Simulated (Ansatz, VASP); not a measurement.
**Ag: VASP beside Ansatz**

```
Ag
1.0
     0.00000    2.04310    2.10439
     2.04310    0.00000    2.10439
     2.04310    2.04310    0.00000
Ag
1
Direct
  0.00000 0.00000 0.00000
```

Change from the starting cell: zz strain of +3 %, PAW files.

Alike in both runs: task electric field gradients; functional LDA; k mesh 15 × 15 × 15; occupations fermi-dirac, width 0.05 eV; no spin polarisation.

|  | VASP | Ansatz |
| --- | --- | --- |
| version | VASP 6.6.1 | Ansatz 0.2.0 |
| potentials or method | VASP PAW LDA potentials, release 64 (Ag) | PAW with Ansatz's default frozen-core files, scalar-relativistic |
| plane-wave cutoff (eV) | 520 | 420 |
| valence electrons in the cell | 11 | 19 |

```tsv
	VASP	Ansatz	Ansatz less VASP
pressure (GPa)	-9.8	-9.9	-0.16
largest component of the traceless stress (GPa)	0.34	0.35	+0.008
Vzz of the field gradient on the site that differs most (V/Å²)	-0.2	-1.2	-1.05
```

The two sets of potentials don't hold the same shells in valence. Ansatz warned: «gradients_without_spin_orbit».
